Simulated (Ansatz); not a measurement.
# MoS2 (R-3m) in Ansatz: band structure with PBEsol

Aim: the band structure of MoS2 with PBEsol.

All numbers are computed with Ansatz 0.2.0; they aren't measurements. Logs are shortened: lines on timing, memory, paths and dates and some standing lists are left out, and cuts for length are marked.

## (1) Starting point

It takes space group R-3m (No. 166, trigonal). Conventional cell: a = 3.171 Å, b = 3.171 Å, c = 18.345 Å, α = 90.00°, β = 90.00°, γ = 120.00°. Mo (site symmetry -3m) is surrounded by 6 S at 2.39 Å. Around S (site symmetry 3m) lie 3 Mo at 2.39 Å.

Measurements of this composition are mostly on another form, of space group No. 194.

## (2) Band structure, PBEsol

Contents of input.yaml:

```yaml
crystal:
  lattice:
    - [1.5855, 0.9153888518, 6.1149966667]
    - [-1.5855, 0.9153888518, 6.1149966667]
    - [0.0, -1.8307777036, 6.1149966667]
  atoms:
    - { symbol: Mo, position: [0.0, 0.0, 0.0] }
    - { symbol: S, position: [0.25, 0.25, 0.25] }
    - { symbol: S, position: [0.75, 0.75, 0.75] }
hamiltonian:
  xc: pbesol
  pseudopotentials: { kind: paw }
kpoints:
  mp_grid: { grid: [10, 10, 10] }
  band_path:
    path:
      - [[0.0, 0.0, 0.0], [0.5, 0.0, 0.0], [0.5, 0.1816058731, -0.1816058731]]
      - [[0.8183941269, 0.5, 0.1816058731], [0.5, 0.5, 0.5], [0.0, 0.0, 0.0], [0.3408029366, 0.0, -0.3408029366]]
      - [[0.6591970634, 0.3408029366, 0.0], [0.5, 0.5, 0.0], [0.6591970634, 0.6591970634, 0.1816058731], [0.5, 0.5, 0.5]]
      - [[0.5, 0.0, 0.0], [0.8183941269, 0.3408029366, 0.3408029366]]
    npoints: 14
scf:
  occupations: { method: fermi_dirac, width: 0.05 }
  n_extra_bands: 7
output:
  forces: true
  stress: true
  eigenvalues: true
  fatbands: true
```

Potentials or basis: Ansatz PAW.

Launch:

```console
ansatz run input.yaml --threads 2 --pin off --max-ram 5632MiB --backend cpu --events-out ev --progress --plain --runs-dir out
```

Standard output:

```text
Warning: RAYON_NUM_THREADS=2 ignored (pool sized by the plan → 2); use --threads N
basis.fft_grid_basis auto: the FFT boxes are laid along the combinations [[1, 0, -1], [0, 1, -1], [0, 0, 1]] of the cell's own vectors, 3.171, 3.171 and 6.383 Å long. The dense box has 24×24×45 points. Along the cell's own vectors, as sized, it would have 45×45×45, 3.52 times as many. Of the 12 symmetry operations that the crystal satisfies within crystal.symmetry.tolerance (time reversal apart; of a slab, those that keep its plane) the dense box along the cell's own vectors carries 12, and the one as laid loses 8 of those. basis.fft_grid_basis: typed keeps the cell's own vectors: state it where this run's energies or levels are differenced outside the engine with another run's, or held beside a run that keeps those vectors.
scf.n_extra_bands = 7 over 13 filled bands (N_el = 26.0): the run solves 20 bands
Engine: ansatz 0.2.0, x86_64-unknown-linux-gnu
Pseudopotentials: kind: paw
Pseudopotential: Mo, paw, valence charge 14, recommended cutoff 420 eV (normal), Mo.paw.azcp
Pseudopotential: S, paw, valence charge 6, recommended cutoff 420 eV (normal), S.paw.azcp
Functional definition: PBEsol
  exchange = pbesol_x
  correlation = pbesol_c
Crystal: 3 atoms, lattice volume = 53.250 Å³
Basis set: ecut = 420 eV, 1023 PW (Γ), FFT grids on a1−a3, a2−a3, a3, exchange–correlation on 48×48×90 points (8 copies of the dense FFT grid, shifted against one another)
Bands: 20, of which v1, the nominal top of the filled ones, is band 13 counted from 1 (12 counted from 0)
Symmetry: 12 space group operations
Space group: R-3m (ITA 166), of the structure as read, at distance tolerance 3.8e-5 Å
k-points: 116 of 1000
Non-local potential: Mo, projectors of the file, l = 0: 3, l = 1: 2, l = 2: 2, l = 3: 1
Non-local potential: S, projectors of the file, l = 0: 2, l = 1: 2, l = 2: 2
PAW form: soft (Blöchl's): semilocal exchange-correlation on the pseudo side does not see the compensation charge
PAW frozen core: Mo, regenerated for the run's functional, and the local potential with it (the file was generated under x = pbe(κ = 0.804, μ = 0.2195149727645171), c = pbe(β = 0.06672455060314922))
PAW frozen core: S, regenerated for the run's functional, and the local potential with it (the file was generated under x = pbe(κ = 0.804, μ = 0.2195149727645171), c = pbe(β = 0.06672455060314922))
PAW one-centre angular grid: Mo, 590 points (default); XC on 64 Gauss nodes
PAW one-centre angular grid: S, 110 points (default); XC on 64 Gauss nodes
Initial density: superposition of atomic densities (neutral atoms: chi_scale 0, normalization atom), corrected by the library's trained network
Initial wavefunctions: pseudopotential atomic-orbital guess
Functional: x = pbesol(κ = 0.804, μ = 0.12345679012345678), c = pbesol(β = 0.046)
SCF iter   1: F=—  HF=-6669.331246 eV  |F-HF|=—  |Δ(HF+E_count)|=         —  Δρ=6.65e-3  dr2=1.76e-2  ethr=1.77e-3  ⟨swp⟩=6.0  Hψ=12821  notcnv=0  defer=12
preconditioner: auto → LDOS  [metal: Δε(μ)=0.040 eV  Ē_g=10.417 eV  σ=0.050 eV  W_gap=0.20  n_scr=16 (ndim 8)  ℏωp=21.6 eV  f_vac=0.014  D(μ)=0.65/eV (n_scr^D=2)  β→1.0]
SCF iter   2: F=—  HF=-6669.328986 eV  |F-HF|=—  |Δ(HF+E_count)|=   2.26e-3  Δρ=2.98e-3  dr2=8.48e-3  ethr=6.76e-5  ⟨swp⟩=2.0  Hψ=5129  notcnv=0  defer=129
SCF iter   3: F=—  HF=-6669.326702 eV  |F-HF|=—  |Δ(HF+E_count)|=   2.28e-3  Δρ=6.39e-4  dr2=9.46e-4  ethr=3.26e-5  ⟨swp⟩=2.0  Hψ=3618  notcnv=0  defer=129
SCF iter   4: F=—  HF=-6669.326548 eV  |F-HF|=—  |Δ(HF+E_count)|=   1.54e-4  Δρ=1.76e-4  dr2=1.47e-5  ethr=3.64e-6  ⟨swp⟩=2.1  Hψ=2674  notcnv=0  defer=129
SCF iter   5: F=—  HF=-6669.326546 eV  |F-HF|=—  |Δ(HF+E_count)|=   1.88e-6  Δρ=5.23e-5  dr2=1.50e-6  ethr=5.66e-8  ⟨swp⟩=2.1  Hψ=3178  notcnv=0  defer=129
SCF iter   6: F=-6669.326546 eV  HF=-6669.326546 eV  |F-HF|=9.39e-9  |Δ(HF+E_count)|=   1.36e-7  Δρ=1.09e-5  dr2=5.25e-8  ethr=3.85e-10  ⟨swp⟩=8.0  Hψ=11346  notcnv=0
SCF 1 converged in 6 iterations: F = -6669.326546 eV  dr2 = 5.25e-8
NSCF: frozen V_eff on 130 k-points
SCF converged after 6 iterations
Free energy (F): -6669.326546 eV
Harris-Foulkes:  -6669.326546 eV  (|F-HF|=9.39e-9)
Internal energy: -6669.320615 eV  (E = F + TS)
E sigma→0 (E₀):  -6669.323580 eV
Entropy (-TS):   -0.005931 eV (-1.977 meV/atom)
Fermi energy:    11.141283 eV
--- Per-component energies (eV) ---
  E_band       = -156.825624
  E_kinetic    = 657.340894
  E_local      = -1979.726521  (includes V_loc(G=0)·N_el)
  E_nonlocal   = 201.821031
  E_hartree    = 761.664688
  E_xc         = -375.756226
  E_vxc        = -404.685695  (∫ρ·V_xc dr)
  E_paw        = -4312.057265  (= ΣΔE_a)
  E_vpaw       = -154.913695  (= ΣTr[D̂ρ^β])
  E_aug_tail   = 0.000035  (compensation charges beyond the density's cutoff)
  E_ewald      = -1622.940449
  E_core_change = 0.333198  (= ΣΔE_core)
  E_smearing   = -0.005931  (= −TS)
  E_closure    = -0.000000  (closes the sum)
  Σ components = -6669.326546   (vs F -6669.326546, Δ=0.00e0)
--- Forces (eV/Å), atoms counted from 1 ---
  atom   1  Mo    -0.00000000     0.00000000     0.00000000
  atom   2  S      0.00000000    -0.00000000    -0.75875145
  atom   3  S     -0.00000000     0.00000000     0.75875145
  max |Σ_I F_I| component: 2.22e-16 eV/Å
--- Stress (GPa, compression-positive) ---
        1.130720       0.000000       0.000000
        0.000000       1.130720      -0.000000
        0.000000      -0.000000       6.306883
  P = ⅓ Tr σ = 2.8561 GPa (28.561 kbar)
--- Band table (eV; the first three rows and the last of 116) ---
  k-point 0: bands = ["-50.5767", "-24.6892", "-24.5907", "-24.5907", "-4.0769", "-2.4170", "4.0017", "6.8891", "6.8891", "9.3564", "9.8497", "10.0577", "10.0577", "10.8848", "10.8848", "14.5086", "14.5086", "17.0948", "17.7275", "20.4788"]
  k-point 1: bands = ["-50.5728", "-24.6813", "-24.6300", "-24.5996", "-3.9110", "-2.3906", "4.2132", "6.5230", "6.9788", "9.1420", "9.5067", "9.5520", "9.9672", "11.0991", "11.3935", "14.0379", "14.3975", "17.8360", "18.2861", "20.0043"]
  k-point 2: bands = ["-50.5627", "-24.7319", "-24.6606", "-24.6229", "-3.4521", "-2.3095", "4.7395", "5.9973", "7.1186", "7.5577", "9.0732", "9.4092", "9.7707", "11.4483", "11.8924", "13.8389", "14.2874", "18.3995", "19.0102", "20.1379"]
  k-point 115: bands = ["-50.5767", "-24.6893", "-24.5908", "-24.5908", "-3.8206", "-2.8369", "5.0039", "6.9059", "6.9059", "7.1912", "10.0682", "10.0682", "10.7825", "10.7825", "11.0706", "14.6247", "14.6247", "17.0072", "19.0613", "20.6720"]
```

It took 4.7 s on 2 threads of AMD EPYC 7R13 (Zen 3), shared host; peak memory 0.44 GiB.

Results:

- Free energy: -6669.3265 eV
- Pressure: 2.9 GPa
- Largest force: 0.759 eV/Å
- Band gap on the k mesh: none (metal or under the smearing width)

Forces in eV/Å, atoms in the order of the input:
```
Mo   0.000  0.000  0.000
S    0.000  0.000 -0.759
S    0.000  0.000  0.759
```

Levels at the corners of the path, in eV from the Fermi level:
```csv
point,band 9,band 10,band 11,band 12,band 13,band 14,band 15,band 16,band 17,band 18
Γ,-4.25,-1.78,-1.29,-1.08,-1.08,-0.26,-0.26,3.37,3.37,5.95
L,-5.35,-4.39,-2.87,-1.98,-1.63,1.01,1.92,3.38,4.10,5.35
B1,-5.51,-4.48,-3.88,-3.42,0.26,0.53,0.87,3.22,3.40,6.74
B,-5.51,-4.48,-3.88,-3.42,0.26,0.53,0.87,3.22,3.40,6.74
Z,-4.24,-3.95,-1.07,-1.07,-0.36,-0.36,-0.07,3.48,3.48,5.87
Γ,-4.25,-1.78,-1.29,-1.08,-1.08,-0.26,-0.26,3.37,3.37,5.95
X,-5.63,-4.35,-3.99,-3.45,0.29,0.67,0.71,3.14,3.46,6.72
Q,-5.63,-4.35,-3.99,-3.45,0.29,0.67,0.71,3.14,3.46,6.72
F,-4.71,-4.31,-2.90,-2.29,-1.84,1.01,1.71,3.84,4.59,4.74
P1,-4.67,-4.33,-2.88,-2.22,-1.80,1.01,1.76,3.72,4.27,5.17
Z,-4.24,-3.95,-1.07,-1.07,-0.36,-0.36,-0.07,3.48,3.48,5.87
L,-5.35,-4.39,-2.87,-1.98,-1.63,1.01,1.92,3.38,4.10,5.35
P,-4.67,-4.33,-2.88,-2.22,-1.80,1.01,1.76,3.72,4.27,5.17
```

Caveat: the cell's inner coordinates are idealised or old, which leaves forces on the atoms; the PAW data sets come from PBE, with cores solved anew for the run's functional, which leaves a small shift of forces and pressure.
